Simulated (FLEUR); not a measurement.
Runs of FLEUR MaX-R8.1 (later development tree) on SrCl2. It takes space group Fm-3m (No. 225, cubic). The conventional cell has a = 6.977 Å, b = 6.977 Å, c = 6.977 Å, α = 90.00°, β = 90.00°, γ = 90.00°. Sr (site symmetry m-3m) is surrounded by 8 Cl at 3.02 Å. Around Cl (site symmetry -43m) lie 4 Sr at 3.02 Å. 

| task | level | muffin-tin radii | max iterations | mixing factor | mixer | mixer history | gap on the mesh (eV) |
| --- | --- | --- | --- | --- | --- | --- | --- |
| band structure | LDA | Sr 2.66, Cl 2.56 bohr | 60 | 0.05 | Anderson | 15 | 4.92 |
| band structure | r2SCAN | Sr 2.66, Cl 2.56 bohr | 80 | 0.05 | Anderson | 30 | (a) |
| band structure | PBEsol | Sr 2.66, Cl 2.56 bohr | 60 | 0.05 | Anderson | 15 | 5.18 |
| single point | PBEsol | Sr 2.65, Cl 2.48 bohr | 60 | 0.05 | Anderson | 15 | 5.18 |

Alike in all rows: potentials or basis all-electron, FLAPW; no spin polarisation; cell as given; k mesh 7 × 7 × 7; smearing fermi-dirac 0.05 eV; kmax 4.1 1/bohr.

**Question.** Fill in the values left out.

**Answer.** (a) 5.91.

Caveats: the meta-GGA is that of a development version, with a GGA for the radial functions and cores and without core tails (some runs); an odd mesh through Γ misses points on the zone boundary, where band edges often lie (some runs).

A k mesh can miss the band edges, and the runs leave out spin-orbit coupling on Sr.

Not every run made on this cell is shown here.
